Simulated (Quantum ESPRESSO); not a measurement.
BN:

```xyz
2
Lattice="0.0000 3.4953 2.1661 1.2516 0.0000 2.1661 1.2516 3.4953 0.0000" Properties=species:S:1:pos:R:3 pbc="T T T"
N     1.2516    3.4953    2.8881
B     1.2516    3.4953    0.0002
```

Measurements of this composition are mostly on another form, of space group No. 194.

- Program: Quantum ESPRESSO 7.5
- Task: single point
- Functional: PBE
- Potentials or basis: SSSP 1.3 efficiency PBE
- Cutoff: 816 eV
- Density cutoff: 6531 eV
- k mesh: 13 × 13 × 13
- Occupations: fermi-dirac, width 0.05 eV
- Spin: no spin polarisation

On this cell: pressure 2.2 GPa; largest force 0.009 eV/Å; band gap on the k mesh 3.92 eV, indirect (least direct gap 4.68 eV).

The same run follows on a disturbed copy (atoms moved at random, drawn with an rms of 0.05 Å):

```
CELL_PARAMETERS angstrom
0.00000 3.49532 2.16609
1.25163 0.00000 2.16609
1.25163 3.49532 0.00000
ATOMIC_POSITIONS crystal
N 0.66082 0.69742 0.32683
B 0.00701 0.00787 0.99074
```

What changes?

The energy moves by +19.2 meV/atom; pressure 2.7 GPa; largest force 1.589 eV/Å; band gap on the k mesh 3.74 eV, indirect (least direct gap 4.67 eV).

Forces in eV/Å, atoms in the order of the input:
```
N   -1.237  0.457 -0.886
B    1.237 -0.457  0.886
```

Stress tensor (GPa, compression positive):
```
 1.09  0.37 -3.18
 0.37  1.31  0.22
-3.18  0.22  5.61
```

Caveats: an odd mesh through Γ misses points on the zone boundary, where band edges often lie.
